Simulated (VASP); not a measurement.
# NaI (R-3m) in VASP: a series of runs, part 2 of 2

VASP 6.6.1. Earlier steps stand in the parts before.

### Step 3. Single point, r2SCAN

This run uses another cell than the first one, of the same volume but with other edges.

POSCAR reads:

```
NaI
1.0
   -1.3592028286      2.7184056573      2.7184056573
    2.7184056573     -1.3592028286      2.7184056573
    2.7184056573      2.7184056573     -1.3592028286
Na I
1 1
Direct
    0.0000000000      0.0000000000      0.0000000000
    0.5000000000      0.5000000000      0.5000000000
```

INCAR.step1 reads:

```
PREC = Accurate
ENCUT = 520
ISMEAR = 0
SIGMA = 0.05
LREAL = F
LASPH = T
NELM = 100
NBANDS = 14
GGA = PE
ALGO = Normal
EDIFF = 1E-4
LWAVE = T
LCHARG = F
```

INCAR.step2 reads:

```
PREC = Accurate
ENCUT = 520
EDIFF = 1E-6
ISMEAR = 0
SIGMA = 0.05
LREAL = F
LASPH = T
NELM = 100
ALGO = Normal
ISIF = 2
LWAVE = F
LCHARG = F
METAGGA = R2SCAN
LMIXTAU = T
NBANDS = 14
ISTART = 1
```

KPOINTS reads:

```
Automatic mesh
0
Gamma
  8 8 8
```

Potentials or basis: VASP PAW PBE potentials, release 64 (Na_pv, I).

On the command line:

```bash
> cat potpaw_PBE.64/Na_pv/POTCAR potpaw_PBE.64/I/POTCAR > POTCAR
> cp INCAR.step1 INCAR
> mpirun -np 1 vasp_std > vasp.out
> cp INCAR.step2 INCAR
> mpirun -np 1 vasp_std > vasp.out
```

OUTCAR:

```text
PREC = Accurate
   ENCUT = 520
   EDIFF = 1E-6
   ISMEAR = 0
   LREAL = F
   LASPH = T
   NELM = 100
   ISIF = 2
   METAGGA = R2SCAN
   ISTART = 1

 ion  position               nearest neighbor table
   1  0.000  0.000  0.000-
   2  0.500  0.500  0.500-

  LATTYP: Found a simple cubic cell.
 ALAT       =     4.0776084859

  Lattice vectors:

 A1 = (  -1.3592028286,   2.7184056573,   2.7184056573)
 A2 = (   2.7184056573,  -1.3592028286,   2.7184056573)
 A3 = (   2.7184056573,   2.7184056573,  -1.3592028286)

Analysis of symmetry for initial positions (statically):
=====================================================================
 Subroutine PRICEL returns:
 Original cell was already a primitive cell.

 Routine SETGRP: Setting up the symmetry group for a
 simple cubic supercell.

 Subroutine GETGRP returns: Found 48 space group operations
 (whereof 48 operations were pure point group operations)
 out of a pool of 48 trial point group operations.

The static configuration has the point symmetry O_h .

Analysis of symmetry for dynamics (positions and initial velocities):
[... 167 lines left out ...]
 k-point     1 :       0.0000    0.0000    0.0000
  band No.  band energies     occupation
      1     -23.1169      2.00000
      2     -23.1169      2.00000
      3     -23.1169      2.00000
      4     -10.6236      2.00000
      5       0.8104      2.00000
      6       0.8104      2.00000
      7       0.8104      2.00000
      8       4.4722      0.00000
      9       7.6193      0.00000
     10       7.6193      0.00000
     11      13.5137      0.00000
     12      13.5137      0.00000
     13      13.5137      0.00000
     14      13.8388      0.00000
[... 377 lines left out ...]
      1     -23.1224      2.00000
      2     -23.1214      2.00000
      3     -23.1167      2.00000
      4     -10.0216      2.00000
      5      -1.1264      2.00000
      6      -0.7694      2.00000
      7       1.0025      2.00000
      8       5.3531      0.00000
      9       8.6707      0.00000
     10       8.7733      0.00000
     11      10.0101      0.00000
     12      12.3081      0.00000
     13      12.5057      0.00000
     14      12.9018      0.00000

 [... further k-points ...]
[... 5 lines left out ...]
  --------------------------------------------------------------------------------------
  -------------------------------------------------------------------------------------
  Total       -0.2352302     -0.2352302     -0.2352302     -0.0000000     -0.0000000     -0.0000000
  in kB       -5.5588779     -5.5588779     -5.5588779     -0.0000000     -0.0000000     -0.0000000
  external PRESSURE =      -5.5588779 kB  Pullay stress =       0.0000000 kB

 VOLUME and BASIS-vectors are now :
 -----------------------------------------------------------------------------
  energy-cutoff  :      520.00
  volume of cell :       67.80
      direct lattice vectors                 reciprocal lattice vectors
    -1.359202829  2.718405657  2.718405657    -0.081747263  0.163494526  0.163494526
     2.718405657 -1.359202829  2.718405657     0.163494526 -0.081747263  0.163494526
     2.718405657  2.718405657 -1.359202829     0.163494526  0.163494526 -0.081747263

 POSITION                                       TOTAL-FORCE (eV/Angst)
 -----------------------------------------------------------------------------------
      0.00000      0.00000      0.00000         0.000000     -0.000000      0.000000
      2.03880      2.03880      2.03880        -0.000000      0.000000     -0.000000
 -----------------------------------------------------------------------------------
    total drift:                               -0.000000     -0.000000      0.000000

  FREE ENERGIE OF THE ION-ELECTRON SYSTEM (eV)
  ---------------------------------------------------
  free  energy   TOTEN  =       -30.7279568927 eV

  energy  without entropy=      -30.7279568927  energy(sigma->0) =      -30.72795689
```

OUTCAR.step1:

```text
PREC = Accurate
   ENCUT = 520
   ISMEAR = 0
   LREAL = F
   LASPH = T
[... 629 lines left out ...]
 -----------------------------------------------------------------------------------
      0.00000      0.00000      0.00000         0.000000     -0.000000     -0.000000
      2.03880      2.03880      2.03880        -0.000000      0.000000      0.000000
 -----------------------------------------------------------------------------------
    total drift:                               -0.000000     -0.000000      0.000000

  FREE ENERGIE OF THE ION-ELECTRON SYSTEM (eV)
  ---------------------------------------------------
  free  energy   TOTEN  =        -5.0748226188 eV

  energy  without entropy=       -5.0748226188  energy(sigma->0) =       -5.07482262
```

OSZICAR.step1:

```text
N       E                     dE             d eps       ncg     rms          rms(c)
DAV:   1     0.806424963987E+02    0.80642E+02   -0.65431E+03   980   0.894E+02
DAV:   2     0.146391331577E+01   -0.79179E+02   -0.72492E+02  1034   0.213E+02
DAV:   3    -0.503974992572E+01   -0.65037E+01   -0.64589E+01  1286   0.589E+01
DAV:   4    -0.520626139697E+01   -0.16651E+00   -0.16647E+00  1232   0.965E+00
DAV:   5    -0.521001437655E+01   -0.37530E-02   -0.37529E-02  1280   0.144E+00    0.189E+00
DAV:   6    -0.510264399740E+01    0.10737E+00   -0.96459E-02  1202   0.182E+00    0.125E+00
DAV:   7    -0.507440551355E+01    0.28238E-01   -0.92559E-02  1208   0.158E+00    0.635E-01
DAV:   8    -0.507489009998E+01   -0.48459E-03   -0.65144E-03  1058   0.643E-01    0.111E-01
DAV:   9    -0.507482261884E+01    0.67481E-04   -0.18726E-04  1262   0.132E-01
   1 F= -.50748226E+01 E0= -.50748226E+01  d E =-.204289E-17
```

Run time: 38 s. Hardware: 1 thread of Intel Xeon 6975P-C (Granite Rapids), shared host; peak memory 0.18 GiB.

Results:

| Quantity | Value |
| --- | --- |
| Free energy | -30.7280 eV |
| Pressure | -0.6 GPa |
| Band gap on the k mesh | 3.02 eV, indirect (least direct gap 3.42 eV) |

Levels at points of the mesh, in eV from the valence-band top:
```csv
k point,band 4,band 5,band 6,band 7,band 8,band 9,band 10,band 11
"(0.00, 0.00, 0.00)",-12.07,-0.64,-0.64,-0.64,3.02,6.17,6.17,12.07
"(0.50, 0.00, 0.00)",-11.75,-3.16,-0.32,-0.32,5.29,7.04,7.71,8.50
"(0.50, 0.50, 0.00)",-11.46,-2.53,-2.53,0.00,3.42,7.66,8.93,8.93
"(0.50, 0.50, 0.50)",-11.19,-2.06,-2.06,-2.06,4.72,4.72,4.72,7.49
```

Caveat: the PAW data sets were made with another functional, which shifts forces and pressure a little; spin-orbit coupling is left out, which moves the levels of the heavy elements.

### Step 4. Single point, r2SCAN

This run uses another cell than the first one, of the same volume but with other edges.

POSCAR reads:

```
NaI
1.0
   -1.0232470658      2.8139294310      2.8139294310
    2.8139294310     -1.0232470658      2.8139294310
    2.8139294310      2.8139294310     -1.0232470658
Na I
1 1
Direct
    0.0000000000      0.0000000000      0.0000000000
    0.5000000000      0.5000000000      0.5000000000
```

INCAR.step1 is that of step 3.

Changes to INCAR.step2 since step 3:

```diff
@@ -11,5 +11,7 @@
 LWAVE = F
-LCHARG = F
+LCHARG = T
 METAGGA = R2SCAN
 LMIXTAU = T
+LELF = T
+LVHAR = T
 NBANDS = 14
```

KPOINTS is that of step 3.

On the command line:

```bash
> cat potpaw_PBE.64/Na_pv/POTCAR potpaw_PBE.64/I/POTCAR > POTCAR
> cp INCAR.step1 INCAR
> mpirun -np 1 vasp_std > vasp.out
> cp INCAR.step2 INCAR
> mpirun -np 1 vasp_std > vasp.out
```

It took 47 s on 1 thread of Intel Xeon 6975P-C (Granite Rapids), shared host; peak memory 0.22 GiB.

It converged, with:

```yaml
Free_energy: -30.7753 eV
Pressure: -0.4 GPa
Band_gap_on_the_k_mesh: 3.28 eV, indirect (least direct gap 3.40 eV)
```

Stress tensor (GPa, compression positive):
```
-0.42  0.67  0.67
 0.67 -0.42  0.67
 0.67  0.67 -0.42
```

Levels at points of the mesh, in eV from the valence-band top:
```
           k point  band 3  band 4  band 5  band 6  band 7  band 8  band 9  band 10  band 11  band 12
(0.00, 0.00, 0.00)  -24.29  -11.90   -0.65   -0.65   -0.12    3.28    6.47     6.47    11.09    11.49
(0.50, 0.00, 0.00)  -24.29  -11.59   -2.96   -0.42   -0.06    5.39    7.43     7.50     9.14     9.28
(0.50, 0.50, 0.00)  -24.29  -11.33   -2.46   -2.19    0.00    3.73    7.28     8.76     9.71     9.91
(0.50, 0.50, 0.50)  -24.29  -11.08   -2.14   -1.75   -1.75    4.42    5.37     5.37     7.93    13.04
```

Caveat: the PAW data sets were made with another functional, which shifts forces and pressure a little; spin-orbit coupling is left out, which moves the levels of the heavy elements. A k mesh can miss the band edges.

### Step 5. Single point, r2SCAN

This run uses another cell than the first one, of the same volume but with other edges.

POSCAR reads:

```
NaI
1.0
   -0.7013737081      2.9264213339      2.9264213339
    2.9264213339     -0.7013737081      2.9264213339
    2.9264213339      2.9264213339     -0.7013737081
Na I
1 1
Direct
    0.0000000000      0.0000000000      0.0000000000
    0.5000000000      0.5000000000      0.5000000000
```

INCAR.step1 reads:

```
SYSTEM = NaI
  PREC = Accurate
  ENCUT = 520
  ISMEAR = 0
  SIGMA = 0.05
  LREAL = .False.
  LASPH = .True.
  NELM = 100
  NBANDS = 14
  GGA = PE
  ALGO = Normal
  EDIFF = 1E-4
  LWAVE = .True.
  LCHARG = .False.
```

INCAR.step2 reads:

```
SYSTEM = NaI
  PREC = Accurate
  ENCUT = 520
  EDIFF = 1E-7
  ISMEAR = 0
  SIGMA = 0.05
  LREAL = .False.
  LASPH = .True.
  NELM = 100
  ALGO = Normal
  ISIF = 2
  LWAVE = .False.
  LCHARG = .True.
  METAGGA = R2SCAN
  LMIXTAU = .True.
  LELF = .True.
  LVHAR = .True.
  NBANDS = 14
  ISTART = 1
```

KPOINTS reads:

```
regular mesh
0
Gamma
  8 8 8
  0 0 0
```

Potentials or basis: VASP PAW PBE potentials, release 64 (Na_pv, I).

On the command line:

```bash
> cat potpaw_PBE.64/Na_pv/POTCAR potpaw_PBE.64/I/POTCAR > POTCAR
> cp INCAR.step1 INCAR
> mpirun -np 1 vasp_std > vasp.out
> cp INCAR.step2 INCAR
> mpirun -np 1 vasp_std > vasp.out
```

OUTCAR:

```text
SYSTEM = NaI
   PREC = Accurate
   ENCUT = 520
   EDIFF = 1E-7
   ISMEAR = 0
   LREAL = .False.
   LASPH = .True.
   NELM = 100
   ISIF = 2
   METAGGA = R2SCAN
   ISTART = 1

 ion  position               nearest neighbor table
   1  0.000  0.000  0.000-
   2  0.500  0.500  0.500-

  LATTYP: Found a trigonal (rhomboedric) cell.
 ALAT       =     4.1975955886
 COS(alpha) =     0.2530624440

  Lattice vectors:

 A1 = (  -0.7013737081,   2.9264213339,   2.9264213339)
 A2 = (   2.9264213339,  -0.7013737081,   2.9264213339)
 A3 = (   2.9264213339,   2.9264213339,  -0.7013737081)

Analysis of symmetry for initial positions (statically):
=====================================================================
 Subroutine PRICEL returns:
 Original cell was already a primitive cell.

 Routine SETGRP: Setting up the symmetry group for a
 trigonal (rhombohedral) supercell.

 Subroutine GETGRP returns: Found 12 space group operations
 (whereof 12 operations were pure point group operations)
 out of a pool of 12 trial point group operations.

The static configuration has the point symmetry D_3d.

Analysis of symmetry for dynamics (positions and initial velocities):
=====================================================================
 Subroutine PRICEL returns:
 Original cell was already a primitive cell.

 Routine SETGRP: Setting up the symmetry group for a
 trigonal (rhombohedral) supercell.

 Subroutine GETGRP returns: Found 12 space group operations
 (whereof 12 operations were pure point group operations)
 out of a pool of 12 trial point group operations.

The dynamic configuration has the point symmetry D_3d.

 Subroutine INISYM returns: Found 12 space group operations
 (whereof 12 operations are pure point group operations),
 and found     1 'primitive' translations

----------------------------------------------------------------------------------------

                                     Primitive cell
[... 115 lines left out ...]
   LORBIT       =      0    0 simple, 1 ext, 2 COOP (PROOUT), +10 PAW based schemes
   METAGGA = R2SCAN    functional components
   LHFCALC =     F    Hartree Fock is set to
   AEXX    =    0.0000 exact exchange contribution
   IVDW    =     0    specifies the selected vdW correction
   LEPSILON=     F    determine dielectric tensor
   LRPA    =     F    only Hartree local field effects (RPA)
 non-spin polarized calculation
 Gauss-broadening in eV      SIGMA  =   0.05
  energy-cutoff  :      520.00
  volume of cell :       67.80
 maximum number of plane-waves:      1883
   NGX = 15   NGY = 15   NGZ = 15

 number of electron      13.9999984 magnetization

 Free energy of the ion-electron system (eV)
  ---------------------------------------------------
  ext. energy  EPLUGINS =         0.00000000
  ---------------------------------------------------
  free energy    TOTEN  =       -30.89866488 eV

  energy without entropy =      -30.89866488  energy(sigma->0) =      -30.89866488

 E-fermi :   1.4446     XC(G=0):  -8.0763

 val. band max:        1.1710056180   @ k =   0.0000   0.0000   0.0000
 cond. band min:       4.6479187482   @ k =   0.0000   0.0000   0.0000
 fundamental gap:      3.4769131301
 Fermi energy:         1.4446169475

 k-point     1 :       0.0000    0.0000    0.0000
  band No.  band energies     occupation
      1     -22.9455      2.00000
      2     -22.9242      2.00000
      3     -22.9242      2.00000
      4     -10.7465      2.00000
      5       0.4069      2.00000
      6       0.4069      2.00000
      7       1.1710      2.00000
      8       4.6479      0.00000
      9       7.9632      0.00000
     10       7.9632      0.00000
     11      11.6867      0.00000
     12      11.6867      0.00000
     13      11.7732      0.00000
     14      12.7654      0.00000
[... 377 lines left out ...]
      1     -22.9483      2.00000
      2     -22.9266      2.00000
      3     -22.9241      2.00000
      4     -10.4567      2.00000
      5      -1.2069      2.00000
      6       0.3730      2.00000
      7       0.6600      2.00000
      8       6.6288      0.00000
      9       7.8735      0.00000
     10       8.7787      0.00000
     11       9.1363      0.00000
     12      10.1439      0.00000
     13      12.6300      0.00000
     14      13.9575      0.00000

 [... further k-points ...]
[... 5 lines left out ...]
  --------------------------------------------------------------------------------------
  -------------------------------------------------------------------------------------
  Total       -0.1120114     -0.1120114     -0.1120114      0.4161822      0.4161822      0.4161822
  in kB       -2.6470129     -2.6470129     -2.6470129      9.8350720      9.8350720      9.8350720
  external PRESSURE =      -2.6470129 kB  Pullay stress =       0.0000000 kB

 VOLUME and BASIS-vectors are now :
 -----------------------------------------------------------------------------
  energy-cutoff  :      520.00
  volume of cell :       67.80
      direct lattice vectors                 reciprocal lattice vectors
    -0.701373708  2.926421334  2.926421334    -0.119059891  0.156589639  0.156589639
     2.926421334 -0.701373708  2.926421334     0.156589639 -0.119059891  0.156589639
     2.926421334  2.926421334 -0.701373708     0.156589639  0.156589639 -0.119059891

 POSITION                                       TOTAL-FORCE (eV/Angst)
 -----------------------------------------------------------------------------------
      0.00000      0.00000      0.00000        -0.000000     -0.000000     -0.000000
      2.57573      2.57573      2.57573         0.000000      0.000000      0.000000
 -----------------------------------------------------------------------------------
    total drift:                                0.000000     -0.000000     -0.000000

  FREE ENERGIE OF THE ION-ELECTRON SYSTEM (eV)
  ---------------------------------------------------
  free  energy   TOTEN  =       -30.8986648803 eV

  energy  without entropy=      -30.8986648803  energy(sigma->0) =      -30.89866488
```

OUTCAR.step1:

```text
SYSTEM = NaI
   PREC = Accurate
   ENCUT = 520
   ISMEAR = 0
   LREAL = .False.
   LASPH = .True.
[... 631 lines left out ...]
      0.00000      0.00000      0.00000        -0.000000     -0.000000      0.000000
      2.57573      2.57573      2.57573         0.000000      0.000000     -0.000000
 -----------------------------------------------------------------------------------
    total drift:                               -0.000000     -0.000000     -0.000000

  FREE ENERGIE OF THE ION-ELECTRON SYSTEM (eV)
  ---------------------------------------------------
  free  energy   TOTEN  =        -5.2231735159 eV

  energy  without entropy=       -5.2231735159  energy(sigma->0) =       -5.22317352
```

Wall time 54 s (1 thread of Intel Xeon 6975P-C (Granite Rapids), shared host); peak memory 0.22 GiB.

What came out:

```
Free energy            : -30.8987 eV
Pressure               : -0.3 GPa
Band gap on the k mesh : 3.48 eV, direct
```

Caveat: the PAW data sets were made with another functional, which shifts forces and pressure a little; spin-orbit coupling is left out, which moves the levels of the heavy elements.
